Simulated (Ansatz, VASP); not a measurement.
Two plane-wave programs on GaN

The input INCAR:

```
SYSTEM = GaN
PREC = Accurate
ENCUT = 520
EDIFF = 1E-7
ISMEAR = 0
SIGMA = 0.01
LREAL = .FALSE.
LASPH = .TRUE.
NELM = 60
ALGO = Normal
ISIF = 2
LWAVE = .FALSE.
LCHARG = .FALSE.
GGA = CA
NBANDS = 16
```

The input KPOINTS:

```
regular mesh
0
G
  4 4 4
  0 0 0
```

The input POSCAR:

```
GaN
1.0
    0.0000000000      2.1352350000      2.1352350000
    2.1352350000      0.0000000000      2.1352350000
    2.1352350000      2.1352350000      0.0000000000
Ga N
1 1
Direct
    0.0000000000      0.0000000000      0.0000000000
    0.5000000000      0.5000000000      0.5000000000
```

Input for Ansatz:

```yaml
crystal:
  lattice:
    - [0.0, 2.135235, 2.135235]
    - [2.135235, 0.0, 2.135235]
    - [2.135235, 2.135235, 0.0]
  atoms:
    - { symbol: Ga, position: [0.0, 0.0, 0.0] }
    - { symbol: "N", position: [0.5, 0.5, 0.5] }
basis:
  ecutwfc: 550.0
kpoints:
  mp_grid:
    grid: [4, 4, 4]
hamiltonian:
  xc: lda
scf:
  occupations:
    method: fixed
gw:
  n_empty_bands: 60
  ecut_chi: 100.0
  qp_bands: [v1, c1]
```

Measurements of this composition are mostly on another form, of space group No. 186.

Alike in both runs: task single point; functional LDA; k mesh 4 × 4 × 4; no spin polarisation.

|  | VASP | Ansatz |
| --- | --- | --- |
| version | VASP 6.6.1 | Ansatz 0.2.0 |
| potentials or method | VASP PAW LDA potentials, release 64 (Ga_d, N) | plane waves, PAW |
| plane-wave cutoff (eV) | 520 | 550 |
| occupations | gaussian, width 0.01 eV | fixed |
| valence electrons in the cell | 18 | 18 |

```csv
,VASP,Ansatz,Ansatz less VASP
gap on the k mesh at the Fermi level (eV),0.30,0.28,-0.019
```

Caveats: the k mesh is coarse (spacing up to 0.64 Å⁻¹), so the values aren't converged.
